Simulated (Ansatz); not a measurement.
# TiC (Fm-3m) in Ansatz: relaxation of cell and atoms with RPBE+D3(BJ)

Aim: the relaxation of cell and atoms of TiC with RPBE+D3(BJ).

All numbers are computed with Ansatz 0.2.0; they aren't measurements. Logs are shortened: lines on timing, memory, paths and dates and some standing lists are left out, and cuts for length are marked.

## (1) The structure

Symmetry: Fm-3m, No. 225, cubic system. Conventional cell: a = 4.331 Å, b = 4.331 Å, c = 4.331 Å, α = 90.00°, β = 90.00°, γ = 90.00°. Around Ti (site symmetry m-3m) lie 6 C at 2.17 Å. Around C (site symmetry m-3m) lie 6 Ti at 2.17 Å.

The cell is a database's computed one.

## (2) Relaxation of cell and atoms, RPBE+D3(BJ)

input.yaml

```yaml
crystal:
  lattice:
    - [0.0, 2.1657188437, 2.1657188437]
    - [2.1657188437, 0.0, 2.1657188437]
    - [2.1657188437, 2.1657188437, 0.0]
  atoms:
    - { symbol: Ti, position: [0.0, 0.0, 0.0] }
    - { symbol: C, position: [0.5, 0.5, 0.5] }
hamiltonian:
  xc: rpbe
  pseudopotentials: { kind: paw }
  dispersion: d3bj
kpoints:
  mp_grid: { grid: [11, 11, 11] }
scf:
  occupations: { method: fermi_dirac, width: 0.05 }
output:
  forces: true
  stress: true
  write_density: true
  write_potential: true
  elf: true
  volumetric_format: npy
relax:
  f_tol: 0.01
  max_steps: 40
  cell: { stress_tol: 0.05 }
```

Potentials or basis: Ansatz PAW.

Started as:

```
ansatz run input.yaml --threads 2 --pin off --max-ram 5632MiB --backend cpu --events-out ev --progress --plain --runs-dir out
```

Standard output:

```text
Warning: RAYON_NUM_THREADS=2 ignored (pool sized by the plan → 2); use --threads N
Engine: ansatz 0.2.0, aarch64-unknown-linux-gnu
Pseudopotentials: kind: paw
Pseudopotential: Ti, paw, valence charge 12, recommended cutoff 420 eV (normal), Ti.paw.azcp
Pseudopotential: C, paw, valence charge 4, recommended cutoff 420 eV (normal), C.paw.azcp
Functional definition: RPBE
  parameter kappa = 0.804
  parameter beta = 0.06672455060314922
  exchange = rpbe_x(kappa = kappa, mu = beta*pi^2/3)
  correlation = pbe_c(beta = beta)
Crystal: 2 atoms, lattice volume = 20.316 Å³
Basis set: ecut = 420 eV, 411 PW (Γ), exchange–correlation on 48×48×48 points (8 copies of the dense FFT grid, shifted against one another)
Bands: 12, of which v1, the nominal top of the filled ones, is band 8 counted from 1 (7 counted from 0)
Symmetry: 48 space group operations
Space group: Fm-3m (ITA 225), of the structure as read, at distance tolerance 2.7e-5 Å
k-points: 56 of 1331
Non-local potential: Ti, projectors of the file, l = 0: 3, l = 1: 2, l = 2: 3, l = 3: 1
Non-local potential: C, projectors of the file, l = 0: 2, l = 1: 2, l = 2: 1
PAW form: soft (Blöchl's): semilocal exchange-correlation on the pseudo side does not see the compensation charge
PAW frozen core: Ti, regenerated for the run's functional, and the local potential with it (the file was generated under x = pbe(κ = 0.804, μ = 0.2195149727645171), c = pbe(β = 0.06672455060314922))
PAW frozen core: C, regenerated for the run's functional, and the local potential with it (the file was generated under x = pbe(κ = 0.804, μ = 0.2195149727645171), c = pbe(β = 0.06672455060314922))
PAW one-centre angular grid: Ti, 590 points (default); XC on 64 Gauss nodes
PAW one-centre angular grid: C, 110 points (default); XC on 64 Gauss nodes
Initial density: superposition of atomic densities (neutral atoms: chi_scale 0, normalization atom), corrected by the library's trained network
Initial wavefunctions: pseudopotential atomic-orbital guess
Functional: x = rpbe, c = pbe(β = 0.06672455060314922)
SCF iter   1: F=—  HF=-2762.398450 eV  |F-HF|=—  |Δ(HF+E_count)|=         —  Δρ=4.90e-3  dr2=2.60e-3  ethr=1.77e-3  ⟨swp⟩=4.3  Hψ=3327  notcnv=0
preconditioner: auto → none  [insulator: Δε(μ)=0.226 eV  Ē_g=7.890 eV  σ=0.050 eV  W_gap=0.80  n_scr=8 (ndim 8)  ℏωp=23.3 eV  f_vac=0.000  D(μ)=0.25/eV (n_scr^D=0)  ε∞_Penn≈9.7]
SCF iter   2: F=—  HF=-2762.397911 eV  |F-HF|=—  |Δ(HF+E_count)|=   5.39e-4  Δρ=2.14e-3  dr2=3.80e-4  ethr=1.62e-5  ⟨swp⟩=1.0  Hψ=1120  notcnv=0
SCF iter   3: F=—  HF=-2762.397969 eV  |F-HF|=—  |Δ(HF+E_count)|=   5.79e-5  Δρ=2.21e-4  dr2=4.69e-6  ethr=2.38e-6  ⟨swp⟩=2.0  Hψ=761  notcnv=0
SCF iter   4: F=—  HF=-2762.397967 eV  |F-HF|=—  |Δ(HF+E_count)|=   1.90e-6  Δρ=1.48e-5  dr2=2.10e-8  ethr=2.93e-8  ⟨swp⟩=2.2  Hψ=854  notcnv=0
iter 5 did not close the SCF: its close was put off for the readings that it lacked (scf_convergence_deferred on its scf_iter line)
SCF iter   5: F=-2762.397967 eV  HF=-2762.397967 eV  |F-HF|=2.51e-10  |Δ(HF+E_count)|=  3.97e-10  Δρ=3.50e-6  dr2=9.41e-10  ethr=1.31e-10  ⟨swp⟩=2.0  Hψ=1077  notcnv=0
SCF iter   6: F=-2762.397967 eV  HF=-2762.397967 eV  |F-HF|=3.27e-11  |Δ(HF+E_count)|=  4.31e-10  Δρ=6.34e-7  dr2=1.72e-11  ethr=5.88e-12  ⟨swp⟩=4.1  Hψ=3012  notcnv=0
SCF 1 converged in 6 iterations: F = -2762.397967 eV  dr2 = 1.72e-11
[... 83 lines left out ...]
SCF iter   6: F=-2762.714348 eV  HF=-2762.714348 eV  |F-HF|=4.55e-13  |Δ(HF+E_count)|=    0.00e0  Δρ=6.10e-9  dr2=2.76e-15  ethr=1.00e-12  ⟨swp⟩=1.0  Hψ=672  notcnv=0
SCF iter   7: F=-2762.714348 eV  HF=-2762.714348 eV  |F-HF|=9.09e-13  |Δ(HF+E_count)|=  4.55e-13  Δρ=1.52e-9  dr2=2.67e-16  ethr=1.00e-12  ⟨swp⟩=2.1  Hψ=1767  notcnv=0
SCF 7 converged in 7 iterations: F = -2762.714348 eV  dr2 = 2.67e-16
relax step   7: F+E_penalty+E_count = -2762.71434804 eV  Δ(F+E_penalty+E_count) = +9.847e-5 eV  max|allowed force component| = 1.972e-30 eV/Å  Δτ_max = 0.0000 Å  P = +0.002 GPa  Ω = 17.758 Å³  stress off target by 1.84e-3 GPa  SCF on the basis re-selected at this cell (its energy is not comparable with the rows above)  (7 SCF iters)
basis re-selected at this cell: Δ(F+E_penalty+E_count) = +9.847e-5 eV, ΔP = +0.002 GPa vs the last step (what re-selecting the basis moved, of the pressure what is left beyond the Pulay correction that the steps carried, after the strain that the cell walked since its last selection, with what the two solves' SCF thresholds leave and, on support functions, any second-order correction that the steps lacked; it is no measure of the basis error at this ecutwfc). This SCF's stress stands 1.84e-3 GPa from its target on what of the cell is left free (relax.cell.stress_tol is 5.00e-2 GPa) and its largest allowed force component is 1.97e-30 eV/Å (relax.f_tol is 1.00e-2 eV/Å): within both
SCF converged after 7 iterations
Free energy (F): -2762.714348 eV
Harris-Foulkes:  -2762.714348 eV  (|F-HF|=9.09e-13)
Internal energy: -2762.711591 eV  (E = F + TS)
E sigma→0 (E₀):  -2762.712970 eV
Entropy (-TS):   -0.002757 eV (-1.379 meV/atom)
Fermi energy:    17.333836 eV
--- Per-component energies (eV) ---
  E_band       = -70.315316
  E_kinetic    = 371.486477
  E_local      = -692.454481  (includes V_loc(G=0)·N_el)
  E_nonlocal   = 31.147171
  E_hartree    = 291.537406
  E_xc         = -150.218272
  E_vxc        = -187.618897  (∫ρ·V_xc dr)
  E_paw        = -1151.681232  (= ΣΔE_a)
  E_vpaw       = -175.950518  (= ΣTr[D̂ρ^β])
  E_aug_tail   = 0.000120  (compensation charges beyond the density's cutoff)
  E_ewald      = -1457.196172
  E_disp       = -5.265524  (pairwise vdW)
  E_core_change = -0.067084  (= ΣΔE_core)
  E_smearing   = -0.002757  (= −TS)
  E_closure    = 0.000000  (closes the sum)
  Σ components = -2762.714348   (vs F -2762.714348, Δ=0.00e0)
--- Forces (eV/Å), atoms counted from 1 ---
  atom   1  Ti    -0.00000000     0.00000000     0.00000000
  atom   2  C      0.00000000    -0.00000000     0.00000000
  max |Σ_I F_I| component: 2.89e-30 eV/Å
--- Stress (GPa, compression-positive) ---
        0.001839       0.000000      -0.000000
       -0.000000       0.001839      -0.000000
       -0.000000      -0.000000       0.001839
  P = ⅓ Tr σ = 0.0018 GPa (0.018 kbar)
--- Band table (eV; the first three rows and the last of 56) ---
  k-point 0: bands = ["-39.0430", "-14.9225", "-14.9225", "-14.9225", "4.1833", "17.9932", "17.9932", "17.9932", "19.1004", "19.1004", "19.1004", "19.2618"]
  k-point 1: bands = ["-39.0326", "-14.9905", "-14.9283", "-14.9283", "4.4047", "17.0655", "17.3827", "17.3827", "18.3903", "18.3903", "19.6050", "20.9131"]
  k-point 2: bands = ["-39.0046", "-15.1694", "-14.9437", "-14.9437", "5.0345", "15.4918", "16.0779", "16.0779", "18.8086", "18.8086", "20.1630", "22.7305"]
  k-point 55: bands = ["-38.8678", "-15.4358", "-15.4008", "-15.1834", "7.3016", "13.5726", "13.8113", "14.4759", "20.1911", "20.7084", "21.5898", "23.6052"]
--- Relaxed structure (5 steps of the walk, 5 accepted, 2 SCFs on fresh bases) ---
  F+E_penalty+E_count = -2762.71434804 eV   max|allowed force component| = 1.972e-30 eV/Å   (the final SCF, on the basis selected at the relaxed cell)
  cell:  # Å, volume = 17.7575 Å³
    - [-1.5604625803947183e-34, 2.070701260541963, 2.070701260541963]
    - [2.070701260541963, -6.727478491862015e-34, 2.070701260541963]
    - [2.070701260541963, 2.070701260541963, -4.1797973707346635e-34]
  atoms:
    - { symbol: Ti, position: [-2.593732647924042e-35, 4.4463988250128257e-35, 8.522264414607953e-35] }
    - { symbol: C, position: [0.5, 0.5, 0.5] }
```

rho_z.tsv:

```text
# z_ang	rho[e/angstrom^3]
# format = ansatz-planar-average/11
# lattice	-0.000000000	2.070701261	2.070701261
# lattice	2.070701261	-0.000000000	2.070701261
# lattice	2.070701261	2.070701261	-0.000000000
# sites	2
# site	22	0.000000000	0.000000000	0.000000000
# site	6	2.070701261	2.070701261	2.070701261
0.000000	1.541189e0
0.146421	1.491166e0
0.292841	1.344703e0
0.439262	1.125596e0
0.585683	8.896873e-1
0.732103	7.036670e-1
[... 12 lines left out ...]
2.635572	1.344703e0
2.781993	1.491166e0
```

Run time: 4.3 s. Hardware: 2 threads of Arm Neoverse V1, shared host; peak memory 0.31 GiB.

What came out:

| Item | Value |
| --- | --- |
| Free energy | -2762.7143 eV |
| Relaxed volume | 8.88 Å³/atom |
| Relaxed cell | a = 2.928 Å, b = 2.928 Å, c = 2.928 Å, α = 60.00°, β = 60.00°, γ = 60.00° |
| Space group after relaxing (to 0.05 Å) | Fm-3m (No. 225) |
| Energy gained by relaxing | 158.2 meV/atom |
| Ionic steps | 7 |
| Pressure after relaxing | 0.0 GPa |
| Band gap on the k mesh | none (metal or under the smearing width) |

The path:
```csv
step,energy change (eV),largest force (eV/Å),volume (Å³)
1,0.0000,0.0000,20.32
2,-0.3183,0.0000,17.89
3,-0.3195,0.0000,17.74
4,-0.3195,0.0000,17.77
5,-0.3165,0.0000,17.77
6,-0.3165,0.0000,17.76
7,-0.3164,0.0000,17.76
```

Final structure:
```
Ti C
1.0
     0.00000    2.07070    2.07070
     2.07070    0.00000    2.07070
     2.07070    2.07070    0.00000
Ti C
1 1
Direct
  0.00000 0.00000 0.00000
  0.50000 0.50000 0.50000
```

Caveat: the plane-wave basis is chosen anew once the cell has moved, so the energies of steps on either side of that aren't comparable; the pressure holds a Pulay correction of +0.3 GPa for the finite cutoff; pairwise dispersion overbinds metals, which lowers pressure and volume; the PAW data sets come from PBE, with cores solved anew for the run's functional, which leaves a small shift of forces and pressure.
